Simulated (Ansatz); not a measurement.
## Si: the change of pressure with volume scale

All results are calculated (Ansatz 0.2.0). Periodic Kohn-Sham DFT of a crystal at fixed atoms, scaled to volume_scale times the given cell; pressure positive in compression, energy less spherical unpolarised free atoms, largest_vzz the field gradient of largest size among the nuclei.

The cell before it is scaled or strained (space group Fd-3m, No. 227):
```
Si
1.0
      0.0000     2.7155     2.7155
      2.7155     0.0000     2.7155
      2.7155     2.7155     0.0000
Si
2
Direct
  0.50000 0.50000 0.50000
  0.75000 0.75000 0.75000
```

Settings of every row: method frozen-core PAW; functional PBE; relativity scalar; k mesh 12x12x12; filling fermi-dirac; smearing width 0.08 eV; wave cutoff 420 eV; paw set soft_2.

Atom start moment: 0 on all atoms.

```csv
row,volume scale,V (Å³/atom),pressure (GPa)
1,0.95,19.023,7.556
2,0.975,19.523,?
3,1,20.023,2.009
4,1.025,20.525,-0.272
5,1.05,21.025,-2.274
```

Question: what pressure should row 2 give?

Worked fit of pressure. Take u = (V_r/V)^(2/3) − 1 with V_r = 20.274 Å³ an atom, which is twice the finite (Eulerian) strain; such expansions in the strain, on which the Birch-Murnaghan equation of state is built, carry the rest volume and the bulk modulus. The shown rows have u = 0.04337, 0.00834, -0.00817, -0.02396. Least squares give pressure = 0.8302 + 138.585 × u + 380.07 × u² GPa; a straight line predicts inner rows, each left out in turn, worse (root mean square 0.26 against 0.0096 GPa). The rows lie off it by 0.000, -0.003, 0.005, -0.002 (root mean square 0.0031 GPa). The pressure vanishes at u = -0.0061, or V = 20.46 Å³ an atom, and there the bulk modulus at fixed shape and fractions is B = −V dP/dV = (2/3)(1 + u) dP/du = 88.8 GPa. The withheld row has u = 0.02548, so the fit gives 0.8302 + 138.585 × (0.02548) + 380.07 × (0.02548)² = 4.608 GPa.

The calculation gave 4.604 GPa. The fit lies 0.004 GPa (0.041 % of the column's range) above it; its largest miss of a shown row is 0.005 GPa.
